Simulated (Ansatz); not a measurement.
Cu Kα1 powder pattern (kinematic, no thermal factors).
```csv
2θ (°),relative intensity
14.65,100
25.89,21
29.54,7
30.20,12
33.72,59
42.75,61
43.23,30
44.97,7
45.89,24
50.23,3
51.08,6
53.23,6
55.12,14
61.31,5
62.80,10
64.14,10
64.87,9
68.39,3
69.09,1
69.86,3
70.90,2
71.25,2
73.20,13
77.96,11
78.96,21
79.19,1
80.52,5
85.10,1
87.03,5
88.34,8
```

The pattern is computed from a structure relaxed with Ansatz 0.2.0, DFT PBE, scalar-relativistic, plane waves, PAW. No spin polarisation. Its elements are As, Ta.

**Question.** Give the structure.

**Answer.** TaAs.
Space group P4/nmm:1 (No. 129). a = 4.182 Å, b = 4.182 Å, c = 6.043 Å, α = 90.00°, β = 90.00°, γ = 90.00°
```
atom  site  symmetry       x       y       z
  Ta    2a      -4m2  0.0000  0.0000  0.0000
  As    2c       4mm  0.5000  0.0000  0.7446
```

A pattern alone doesn't exclude other cells with like lines; this is the one computed.

The structure comes from a generated guess; another structure or a mixture of phases may lie lower. No dispersion correction is applied, so the spacing between layers, chains or molecules is poorly fixed.
